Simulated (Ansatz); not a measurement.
**BaF₂: the gap against volume**

BaF₂, Fm-3m, a = 6.246 Å. Ansatz: PBE, PAW, 420 eV, Γ-centred 6×6×6 mesh on 3 atoms, Gaussian smearing 0.02 eV; no spin polarisation. Symmetry fixes shape and atoms, so the cell is only scaled; x = ln(V/V0) with V0 = 20.306 Å³/atom. The gap is read at the mesh points alone.

```tsv
x	gap y (eV)
-0.0619	?
-0.0305	6.889
0.0000	6.748
0.0296	6.611
0.0583	6.479
```

**Question.** Fit a straight line to the other rows, give the volume deformation potential of the gap and its pressure coefficient, and predict the missing gap. B0 = 53.8 GPa.

**Answer.** Means x = 0.01435, y = 6.6818; Σ(Δx)² = 0.004382, ΣΔxΔy = -0.02024; the slope is their ratio. y = 6.7480 − 4.6183 x. The slope is the deformation potential a = dE_g/d ln V = -4.62 eV, and dE_g/dP = −a/B0 = 85.8 meV/GPa. At x = -0.0619 the fit asked for gives 7.034 eV. The run gave 7.036 eV, so the fit is 0.002 eV too low, a small miss on the scale of the series. The form still works here, 35 % of the fitted range beyond its end.

Spin-orbit coupling is left out, which matters for the bands of heavy elements. Semilocal functionals give gaps under the measured ones; changes of the gap mostly carry over better.